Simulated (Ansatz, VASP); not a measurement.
# CuO in VASP and in Ansatz

```xyz
2
Lattice="2.5526 0.0000 0.0000 0.0000 2.5526 0.0000 0.0000 0.0000 2.5526" Properties=species:S:1:pos:R:3 pbc="T T T"
Cu    0.0000    0.0000    0.0000
O     1.2763    1.2763    1.2763
```

Alike in both runs: task single point; functional LDA; k mesh 7 × 7 × 7; occupations gaussian, width 0.05 eV; collinear spin; Hubbard terms Cu d U = 8.0 eV.

|  | VASP | Ansatz |
| --- | --- | --- |
| version | VASP 6.6.1 | Ansatz 0.2.0 |
| potentials or method | VASP PAW LDA potentials, release 64 (Cu, O) | scalar-relativistic, plane waves, PAW |
| plane-wave cutoff (eV) | 520 | 420 |
| valence electrons in the cell | 17 | 25 |

|  | VASP | Ansatz | Ansatz less VASP |
| --- | --- | --- | --- |
| gap on the k mesh at the Fermi level (eV) | none | none | - |
| pressure (GPa) | -5.5 | 11.0 | +16.42 |
| net moment per atom (μB) | 0.50 | 0.50 | 0.000 |
| size of the moment on the site where the two differ most (μB) | 0.62 | 0.73 | +0.113 |

Site moments also hang on the region over which each program counts them. The programs project onto different local orbitals, so the same U acts differently. A gap of «none» marks a metal or a gap that the smearing closes. The two sets of potentials don't hold the same shells in valence. Ansatz warned: «filled_band_counts_differ_across_k_points».

Caveats: a cell with one magnetic atom can't hold antiferromagnetic order, which such compounds often take. The state reached can hang on the start; a lower one may exist.
